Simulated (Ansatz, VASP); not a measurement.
## TaInSe3: VASP beside Ansatz

One calculation is typed for both programs; each brings its own data sets. How far apart do they land? The cell is generated by rule, not measured, and may not be a known phase. The cell is taken from a series of runs on this material, whose earlier steps may have relaxed, scaled, displaced or heated it; both programs get it as it stands.

Method: plane waves, with VASP 6.6.1 beside it; single point at PBEsol, in Ansatz 0.2.0.

The structure was built from a prototype and need not be the compound's stable phase.

**1. Set-up**

Symmetry: P4/mbm, No. 127, tetragonal system. The conventional cell has a = 7.098 Å, b = 7.098 Å, c = 5.019 Å, α = 90.00°, β = 90.00°, γ = 90.00°. Nearest to In lie 8 Se at 3.45 to 3.55 Å. Nearest to Ta lie 6 Se at 2.51 Å. Se has 2 Ta at 2.51 Å and 2 In at 3.45 Å nearest. Nearest to Se lie 2 Ta at 2.51 Å. Farther neighbours and most contacts between anions are not listed.

As a file:

```
In Ta Se
1.0
    -5.01925    0.00000    0.00000
     0.00000   -5.01925   -5.01925
     0.00000   -5.01925    5.01925
In Ta Se
2 2 6
Direct
  0.00000 0.50000 0.50000
  0.00000 0.00000 0.00000
  0.50000 0.00000 0.50000
  0.50000 0.50000 0.00000
  0.50000 0.26395 0.26395
  0.50000 0.73605 0.73605
  0.50000 0.23605 0.76395
  0.50000 0.76395 0.23605
  0.00000 0.00000 0.50000
  0.00000 0.50000 0.00000
```

**2. VASP: single point, PBEsol, pair 1**

A single point gives forces, pressure and levels at one fixed geometry, so differences don't come from the geometry; what else differs is listed under the comparison.

Lines of VASP's logs that name or quote its potential files are left out, and so is its time.

The input, INCAR:

```
SYSTEM = TaInSe3
PREC = Accurate
ENCUT = 500
EDIFF = 1E-06
NELM = 120
ISMEAR = 1
SIGMA = 0.15
LREAL = .FALSE.
ALGO = Normal
GGA = PS
NBANDS = 52
LASPH = .TRUE.
LORBIT = 11
LWAVE = .FALSE.
LCHARG = .FALSE.
ISIF = 2
GGA_COMPAT = .FALSE.
KPAR = 2
```

The input, POSCAR:

```
TaInSe3
1.0
   -5.0192521560      0.0000000000      0.0000000000
    0.0000000000     -5.0192521560     -5.0192521560
    0.0000000000     -5.0192521560      5.0192521560
In Ta Se
2 2 6
Direct
    0.0000000000      0.5000000000      0.5000000000
    0.0000000000      0.0000000000      0.0000000000
    0.5000000000      0.0000000000      0.5000000000
    0.5000000000      0.5000000000      0.0000000000
    0.5000000000      0.2639463007      0.2639463007
    0.5000000000      0.7360536993      0.7360536993
    0.5000000000      0.2360536993      0.7639463007
    0.5000000000      0.7639463007      0.2360536993
    0.0000000000      0.0000000000      0.5000000000
    0.0000000000      0.5000000000      0.0000000000
```

The input, KPOINTS:

```
Automatic mesh
0
Gamma
6 4 4
0 0 0
```

Potentials, in the order of the species: In_d, Ta_pv and Se (PBE family, release 64).

On the command line:

```sh
mpirun -np 2 vasp_std
```

Numbers of over 12 decimals in the logs are rounded to 6 here.

What it wrote:

```text
[banner, memory and clock lines left out]
running    2 mpi-ranks, on    1 nodes
 distrk:  each k-point on    1 cores,    2 groups
 distr:  one band on    1 cores,    1 groups

 POSCAR found type information on POSCAR InTaSe
 POSCAR found :  3 types and      10 ions
|                                                                             |
|               ----> ADVICE to this user running VASP <----                  |
|                                                                             |
|     You enforced a specific xc type in the INCAR file but a different       |
|     [... a line on the potential file left out ...]
|     I HOPE YOU KNOW WHAT YOU ARE DOING!                                     |
|                                                                             |

 LDA part: xc-table for (Slater+PW92), standard interpolation
 POSCAR, INCAR and KPOINTS ok, starting setup
 FFT: planning ... GRIDC
 FFT: planning ... GRID_SOFT
 FFT: planning ... GRID
 WAVECAR not read
 entering main loop
       N       E                     dE             d eps       ncg     rms          rms(c)
DAV:   1     0.809118970444E+03    0.80912E+03   -0.37255E+04  2504   0.158E+03
DAV:   2     0.577075787186E+02   -0.75141E+03   -0.72481E+03  2624   0.412E+02
DAV:   3    -0.541502811162E+02   -0.11186E+03   -0.10665E+03  3132   0.160E+02
DAV:   4    -0.615607901594E+02   -0.74105E+01   -0.72841E+01  3024   0.393E+01
DAV:   5    -0.619230916679E+02   -0.36230E+00   -0.36087E+00  3704   0.913E+00    0.229E+01
DAV:   6    -0.582345546624E+02    0.36885E+01   -0.19385E+01  3412   0.181E+01    0.969E+00
DAV:   7    -0.578429153437E+02    0.39164E+00   -0.34225E+00  3164   0.825E+00    0.668E+00
DAV:   8    -0.576743450877E+02    0.16857E+00   -0.54947E-01  3204   0.406E+00    0.689E-01
DAV:   9    -0.576768698846E+02   -0.25248E-02   -0.57042E-02  3192   0.122E+00    0.398E-01
DAV:  10    -0.576764850009E+02    0.38488E-03   -0.61446E-03  3300   0.509E-01    0.250E-01
DAV:  11    -0.576766971675E+02   -0.21217E-03   -0.13943E-03  3160   0.177E-01    0.819E-02
DAV:  12    -0.576765337907E+02    0.16338E-03   -0.50434E-04  3176   0.105E-01    0.189E-02
DAV:  13    -0.576765331426E+02    0.64813E-06   -0.41548E-05  3188   0.315E-02    0.113E-02
DAV:  14    -0.576765335532E+02   -0.41061E-06   -0.57379E-06  2700   0.101E-02
   1 F= -.57676534E+02 E0= -.57678215E+02  d E =0.504457E-02
```

From OUTCAR (step 2):

```text
ion  position               nearest neighbor table
   1  0.000  0.500  0.500-
   2  0.000  0.000  0.000-
   3  0.500  0.000  0.500-   9 2.51   9 2.51   7 2.51   8 2.51   5 2.51   6 2.51
   4  0.500  0.500  0.000-  10 2.51  10 2.51   7 2.51   8 2.51   5 2.51   6 2.51
   5  0.500  0.264  0.264-   3 2.51   4 2.51
   6  0.500  0.736  0.736-   3 2.51   4 2.51
   7  0.500  0.236  0.764-   3 2.51   4 2.51
   8  0.500  0.764  0.236-   3 2.51   4 2.51
   9  0.000  0.000  0.500-   3 2.51   3 2.51
  10  0.000  0.500  0.000-   4 2.51   4 2.51

  LATTYP: Found a simple tetragonal cell.
 ALAT       =     7.0982944720
 C/A-ratio  =     0.7071067812

 Subroutine GETGRP returns: Found 16 space group operations
 (whereof  8 operations were pure point group operations)

The static configuration has the point symmetry D_2h.
 The point group associated with its full space group is D_4h.

 Found     24 irreducible k-points:

   k-points           NKPTS =     24   k-points in BZ     NKDIM =     24   number of bands    NBANDS=     52

   dimension x,y,z NGX =    40 NGY =   54 NGZ =   54
   dimension x,y,z NGXF=    80 NGYF=  108 NGZF=  108

   ENCUT  =  500.0 eV  36.75 Ry    6.06 a.u.   9.15 12.94 12.94*2*pi/ulx,y,z

   NELECT =      84.0000    total number of electrons

 k-points in reciprocal lattice and weights: Automatic mesh
   0.00000000  0.00000000  0.00000000       0.010
   0.16666667  0.00000000  0.00000000       0.021
   0.33333333  0.00000000  0.00000000       0.021
   0.50000000  0.00000000  0.00000000       0.010
   0.00000000  0.25000000  0.00000000       0.042
   0.16666667  0.25000000  0.00000000       0.083
   0.33333333  0.25000000  0.00000000       0.083
   0.50000000  0.25000000  0.00000000       0.042
   0.00000000  0.50000000  0.00000000       0.021
[...]
0.33333333  0.50000000  0.50000000       0.021
   0.50000000  0.50000000  0.50000000       0.010

 average (electrostatic) potential at core
       1 -96.5912       2 -96.5912       3 -39.7082       4 -39.7082       5 -53.9512
       6 -53.9512       7 -53.9512       8 -53.9512       9 -53.9748      10 -53.9748

 E-fermi :   3.9928

 k-point     1 :       0.0000    0.0000    0.0000
  band No.  band energies     occupation
    ...
     40       3.2241      2.00000
     41       3.2241      2.00000
     42       3.2393      2.00000
     43       3.2422      2.00000
     44       3.2422      2.00000
     45       4.1173      0.00525
     46       5.5112     -0.00000
     47       5.5973     -0.00000
     48       5.9580     -0.00000
     49       6.0009     -0.00000
    ...

 k-point     2 :       0.1667    0.0000    0.0000
  band No.  band energies     occupation
    ...
     38       2.6010      2.00000
     39       2.6267      2.00000
     40       3.1023      2.00000
     41       3.1023      2.00000
     42       3.2499      2.00000
     43       4.1208     -0.00493
     44       4.3024     -0.01293
     45       4.3024     -0.01293
     46       5.4568     -0.00000
     47       5.7488     -0.00000
    ...

 k-point     3 :       0.3333    0.0000    0.0000
  band No.  band energies     occupation
    ...
     38       3.1814      2.00000
     39       3.1814      2.00000
     40       3.2714      2.00000
     41       3.7246      2.02982
     42       3.7246      2.02982
     43       4.1002      0.06936
     44       5.3832     -0.00000
     45       5.3832     -0.00000
     46       5.4097     -0.00000
     47       5.5290     -0.00000
    ...

  Total        0.0557925     -0.0150838     -0.0150838      0.0000000      0.0000000      0.0000000
  in kB        0.3534596     -0.0955596     -0.0955596      0.0000000      0.0000000      0.0000000
  external PRESSURE =       0.0541134 kB  Pullay stress =       0.0000000 kB

  energy-cutoff  :      500.00
  volume of cell :      252.90
      direct lattice vectors                 reciprocal lattice vectors
    -5.019252156  0.000000000  0.000000000    -0.199232868  0.000000000  0.000000000
     0.000000000 -5.019252156 -5.019252156     0.000000000 -0.099616434 -0.099616434
     0.000000000 -5.019252156  5.019252156     0.000000000 -0.099616434  0.099616434

 POSITION                                       TOTAL-FORCE (eV/Angst)
 -----------------------------------------------------------------------------------
      0.00000     -5.01925      0.00000         0.000000      0.000000      0.000000
      0.00000      0.00000      0.00000         0.000000      0.000000      0.000000
     -2.50963     -2.50963      2.50963         0.000000      0.000000      0.000000
     -2.50963     -2.50963     -2.50963         0.000000      0.000000      0.000000
     -2.50963     -2.64963      0.00000         0.000000     -0.212315      0.000000
     -2.50963     -7.38888      0.00000         0.000000      0.212315      0.000000
     -2.50963     -5.01925      2.64963         0.000000      0.000000      0.212315
     -2.50963     -5.01925     -2.64963         0.000000      0.000000     -0.212315
      0.00000     -2.50963      2.50963         0.000000      0.000000      0.000000
      0.00000     -2.50963     -2.50963         0.000000      0.000000      0.000000
 -----------------------------------------------------------------------------------
    total drift:                                0.000000      0.000000     -0.000000

  FREE ENERGIE OF THE ION-ELECTRON SYSTEM (eV)
  ---------------------------------------------------
  free  energy   TOTEN  =       -57.6765335532 eV

  energy  without entropy=      -57.6815781262  energy(sigma->0) =      -57.67821508

 total charge
# of ion       s       p       d       tot
------------------------------------------
    1        1.159   0.161   9.850  11.170
    2        1.159   0.161   9.850  11.170
    3        0.304   6.192   2.271   8.766
    4        0.304   6.192   2.271   8.766
    5        1.458   2.390   0.033   3.882
    6        1.458   2.390   0.033   3.882
    7        1.458   2.390   0.033   3.882
    8        1.458   2.390   0.033   3.882
    9        1.458   2.390   0.034   3.882
   10        1.458   2.390   0.034   3.882
--------------------------------------------------
tot         11.673  27.047  24.444  63.164

[... 3 further parts left out ...]
```

The k-mesh is coarse for a metal.

The run ends at a pressure of 0.01 GPa, with forces up to 0.21 eV/Å.

**3. Ansatz: single point, PBEsol, pair 1**

Ansatz runs on its default PAW (the set named soft_2) files.

The same cell, functional, mesh and smearing now go to Ansatz, which takes its cutoff from its data sets.

The input, input.yaml:

```yaml
crystal:
  lattice:
    - [-5.019252156, 0.0, 0.0]
    - [0.0, -5.019252156, -5.019252156]
    - [0.0, -5.019252156, 5.019252156]
  atoms:
    - { symbol: In, position: [1.0, 0.5, 0.5] }
    - { symbol: In, position: [1.0, 1.0, 1.0] }
    - { symbol: Ta, position: [0.5, 0.0, 0.5] }
    - { symbol: Ta, position: [0.5, 0.5, 0.0] }
    - { symbol: Se, position: [0.5, 0.2639463007, 0.2639463007] }
    - { symbol: Se, position: [0.5, 0.7360536993, 0.7360536993] }
    - { symbol: Se, position: [0.5, 0.2360536993, 0.7639463007] }
    - { symbol: Se, position: [0.5, 0.7639463007, 0.2360536993] }
    - { symbol: Se, position: [0.0, 0.0, 0.5] }
    - { symbol: Se, position: [0.0, 0.5, 0.0] }
kpoints:
  mp_grid: { grid: [6, 4, 4] }
hamiltonian:
  xc: pbesol
scf:
  occupations: { method: methfessel_paxton, width: 0.15 }
output:
  forces: true
  stress: true
  eigenvalues: true
```

On the command line:

```sh
ansatz run input.yaml --threads 8 --pin off --max-ram 14336MiB --backend cpu --events-out ev --progress --plain --runs-dir out
```

What it wrote:

```text
Engine: ansatz 0.2.0, aarch64-unknown-linux-gnu
Pseudopotentials: kind: paw
Pseudopotential: In, paw, valence charge 13, recommended cutoff 420 eV (normal), In.paw.azcp
Pseudopotential: Ta, paw, valence charge 13, recommended cutoff 420 eV (normal), Ta.paw.azcp
Pseudopotential: Se, paw, valence charge 16, recommended cutoff 420 eV (normal), Se.paw.azcp
Functional definition: PBEsol
  exchange = pbesol_x
  correlation = pbesol_c
Crystal: 10 atoms, lattice volume = 252.899 Å³
Basis set: ecut = 420 eV, 4981 PW (Γ), exchange–correlation on 72×96×96 points (8 copies of the dense FFT grid, shifted against one another)
Bands: 89, of which v1, the nominal top of the filled ones, is band 74 counted from 1 (73 counted from 0)
Symmetry: 16 space group operations
Space group: P4/mbm (ITA 127), of the structure as read, at distance tolerance 6.3e-5 Å
k-points: 24 of 96
Non-local potential: In, projectors of the file, l = 0: 2, l = 1: 2, l = 2: 2, l = 3: 2
Non-local potential: Ta, projectors of the file, l = 0: 3, l = 1: 2, l = 2: 2, l = 3: 1
Non-local potential: Se, projectors of the file, l = 0: 2, l = 1: 2, l = 2: 3, l = 3: 1
PAW form: soft (Blöchl's): semilocal exchange-correlation on the pseudo side does not see the compensation charge
PAW frozen core: In, regenerated for the run's functional, and the local potential with it (the file was generated under x = pbe(κ = 0.804, μ = 0.219515), c = pbe(β = 0.066725))
PAW frozen core: Ta, regenerated for the run's functional, and the local potential with it (the file was generated under x = pbe(κ = 0.804, μ = 0.219515), c = pbe(β = 0.066725))
PAW frozen core: Se, regenerated for the run's functional, and the local potential with it (the file was generated under x = pbe(κ = 0.804, μ = 0.219515), c = pbe(β = 0.066725))
PAW one-centre angular grid: In, 590 points (default); XC on 64 Gauss nodes
PAW one-centre angular grid: Ta, 590 points (default); XC on 64 Gauss nodes
PAW one-centre angular grid: Se, 590 points (default); XC on 64 Gauss nodes
Initial density: superposition of atomic densities (neutral atoms: chi_scale 0, normalization atom), corrected by the library's trained network
Initial wavefunctions: pseudopotential atomic-orbital guess
Functional: x = pbesol(κ = 0.804, μ = 0.123457), c = pbesol(β = 0.046)
SCF iter   1: F=—  HF=-63212.615082 eV  |F-HF|=—  |Δ(HF+E_count)|=         —  Δρ=3.72e-3  dr2=7.23e-2  ethr=1.77e-3  ⟨swp⟩=6.2  Hψ=7394  notcnv=0
preconditioner: auto → LDOS  [metal: Δε(μ)=0.048 eV  Ē_g=10.383 eV  σ=0.150 eV  W_gap=0.26  n_scr=62 (ndim 8)  ℏωp=19.8 eV  f_vac=0.020  D(μ)=2.53/eV (n_scr^D=10)  β→1.0]
SCF iter   2: F=—  HF=-63212.617932 eV  |F-HF|=—  |Δ(HF+E_count)|=   2.85e-3  S|Δr|=    0.00e0  Δρ=3.07e-3  dr2=8.35e-2  ethr=4.89e-5  ⟨swp⟩=2.1  Hψ=4124  notcnv=0  defer=30
SCF iter   3: F=—  HF=-63212.597839 eV  |F-HF|=—  |Δ(HF+E_count)|=   2.01e-2  S|Δr|=    0.00e0  Δρ=7.51e-4  dr2=2.58e-3  ethr=4.89e-5  ⟨swp⟩=2.0  Hψ=2584  notcnv=0  defer=30
SCF iter   4: F=—  HF=-63212.597246 eV  |F-HF|=—  |Δ(HF+E_count)|=   5.93e-4  S|Δr|=    0.00e0  Δρ=1.05e-4  dr2=4.21e-5  ethr=1.74e-6  ⟨swp⟩=2.0  Hψ=2829  notcnv=0  defer=26
SCF iter   5: F=—  HF=-63212.597421 eV  |F-HF|=—  |Δ(HF+E_count)|=   1.75e-4  S|Δr|=    0.00e0  Δρ=1.50e-5  dr2=7.07e-7  ethr=2.85e-8  ⟨swp⟩=2.0  Hψ=3296  notcnv=0  defer=6
SCF iter   6: F=—  HF=-63212.597421 eV  |F-HF|=—  |Δ(HF+E_count)|=   9.73e-9  S|Δr|=    0.00e0  Δρ=6.23e-6  dr2=1.12e-7  ethr=6.76e-11  ⟨swp⟩=9.5  Hψ=9991  notcnv=0
SCF iter   7: F=-63212.597421 eV  HF=-63212.597421 eV  |F-HF|=2.31e-9  |Δ(HF+E_count)|=   5.38e-8  S|Δr|=    0.00e0  Δρ=1.29e-6  dr2=4.89e-9  ethr=6.76e-11  ⟨swp⟩=4.0  Hψ=7458  notcnv=0
SCF 1 converged in 7 iterations: F = -63212.597421 eV  dr2 = 4.89e-9
  greatest PAW one-centre occupation: 1.000 electrons in one spin orbital (limit 2), on the Se atom at site 9 (counted from 0), in its partial waves of l = 2
SCF converged after 7 iterations
Stability not checked: this state was not tested for a lower state beside it, because cold or Methfessel-Paxton smearing, or corrected tetrahedra, fill the levels in a way that the test cannot read (fill_not_monotonic; see scf.lower_state_search)
Free energy (F): -63212.597421 eV
Harris-Foulkes:  -63212.597421 eV  (|F-HF|=2.31e-9)
Internal energy: -63212.602324 eV  (E = F + TS)
E sigma→0 (E₀):  -63212.598647 eV
Entropy (-TS):   0.004902 eV (0.490 meV/atom)
Fermi energy:    9.150553 eV
--- Per-component energies (eV) ---
  E_band       = -2749.821783
  E_kinetic    = 1921.806571
  E_local      = -19175.731496  (includes V_loc(G=0)·N_el)
  E_nonlocal   = -2790.306338
  E_hartree    = 8998.887782
  E_xc         = -1481.679768
  E_vxc        = -1195.831567  (∫ρ·V_xc dr)
  E_paw        = -35907.065814  (= ΣΔE_a)
  E_vpaw       = 492.466787  (= ΣTr[D̂ρ^β])
  E_aug_tail   = -0.003296  (compensation charges beyond the density's cutoff)
  E_ewald      = -14785.459764
  E_core_change = 6.949801  (= ΣΔE_core)
  E_smearing   = 0.004902  (= −TS)
  E_closure    = 0.000000  (closes the sum)
  Σ components = -63212.597421   (vs F -63212.597421, Δ=0.00e0)
--- Forces (eV/Å), atoms counted from 1 ---
  atom   1  In     0.00000000     0.00000000     0.00000000
  atom   2  In     0.00000000     0.00000000     0.00000000
  atom   3  Ta    -0.00000000    -0.00000000     0.00000000
  atom   4  Ta     0.00000000    -0.00000000     0.00000000
  atom   5  Se     0.00000000    -0.20805396     0.00000000
  atom   6  Se     0.00000000     0.20805396     0.00000000
  atom   7  Se     0.00000000     0.00000000     0.20805396
  atom   8  Se    -0.00000000     0.00000000    -0.20805396
  atom   9  Se     0.00000000    -0.00000000     0.00000000
  atom  10  Se     0.00000000     0.00000000     0.00000000
  max |Σ_I F_I| component: 2.73e-17 eV/Å
--- Stress (GPa, compression-positive) ---
       -0.125243       0.000000       0.000000
        0.000000      -0.171705       0.000000
        0.000000       0.000000      -0.171705
  P = ⅓ Tr σ = -0.1562 GPa (-1.562 kbar)
--- Band table (eV; the first three rows and the last of 24) ---
  k-point 0: bands = [... 70 lower, 8.3677, 8.3892, 8.3892, 8.3932, 8.3932, 8.4048, 9.2730, 10.6768, ... 11 higher]
  k-point 1: bands = [... 70 lower, 7.7690, 7.9681, 8.0399, 8.9773, 9.1462, 9.1767, 9.3882, 10.7776, ... 11 higher]
  k-point 2: bands = [... 70 lower, 8.0159, 8.0159, 8.4616, 8.4616, 10.0121, 10.0121, 10.1280, 10.1280, ... 11 higher]
  k-point 23: bands = [... 70 lower, 7.2463, 7.2463, 9.3428, 9.3428, 10.8856, 10.8856, 11.1816, 11.1816, ... 11 higher]
```

The run ends at a pressure of -0.16 GPa, with forces up to 0.21 eV/Å.

**4. Differences**

Known differences besides the potentials themselves: the data sets hold 148 valence electrons in Ansatz (on its default PAW (the set named soft_2) files) and 84 in VASP; the cutoff is 420 eV in Ansatz and 500 eV in VASP; Ansatz makes its cores anew for this functional, VASP keeps those of its PBE data sets. Total energies have different zeros and are not compared.

Compared:

| quantity | Ansatz | VASP | difference |
| --- | --- | --- | --- |
| pressure (GPa) | -0.16 | 0.01 | -0.16 |

Forces (eV/Å; atoms numbered as in POSCAR):

| atom | Ansatz x, y, z | VASP x, y, z |
| --- | --- | --- |
| In1 | 0.000, 0.000, 0.000 | 0.000, 0.000, 0.000 |
| In2 | 0.000, 0.000, 0.000 | 0.000, 0.000, 0.000 |
| Ta3 | 0.000, 0.000, 0.000 | 0.000, 0.000, 0.000 |
| Ta4 | 0.000, 0.000, 0.000 | 0.000, 0.000, 0.000 |
| Se5 | 0.000, -0.208, 0.000 | 0.000, -0.212, 0.000 |
| Se6 | 0.000, 0.208, 0.000 | 0.000, 0.212, 0.000 |
| Se7 | 0.000, 0.000, 0.208 | 0.000, 0.000, 0.212 |
| Se8 | 0.000, 0.000, -0.208 | 0.000, 0.000, -0.212 |
| Se9 | 0.000, 0.000, 0.000 | 0.000, 0.000, 0.000 |
| Se10 | 0.000, 0.000, 0.000 | 0.000, 0.000, 0.000 |

The forces differ by 1.6 meV/Å r.m.s., which is 2.0 % of the r.m.s. force of 0.078 eV/Å (both taken over all components).

(Continued in part 2 of 2.)

[Lines on the potential files, build, host, timing and source positions are cut from VASP's logs without a mark.]

[Logs are printed without paths, hosts, clocks, repeated set-up lines and the standing remarks that a program may print on its own settings, such as how far it seeks lower states.]

[Hosts, paths, dates, database ids (printed as entryN), source tags and the programs' standing remarks are cut or masked in the printed files.]
